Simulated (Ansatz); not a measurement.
diamond against fcc along group 5

These are results of DFT, revPBE, plane waves (420 eV) with PAW, scalar-relativistic in Ansatz, not measurements. The PAW files were generated under PBE, with cores re-solved for the functional.

Each structure is relaxed within its symmetry, in the lowest magnetic state of the tried starts. Differences under about 8 meV lie within the error of the k-point mesh.

```
element  E(diamond) − E(fcc) (meV/atom)  V(diamond) (Å³/atom)  V(fcc) (Å³/atom)   state of diamond       state of fcc
      V                            2152                 19.35             14.16  spin not included  spin not included
     Nb                            2189                 26.38             19.03  spin not included  spin not included
     Ta                            2636                 29.01             19.06  spin not included  spin not included
```
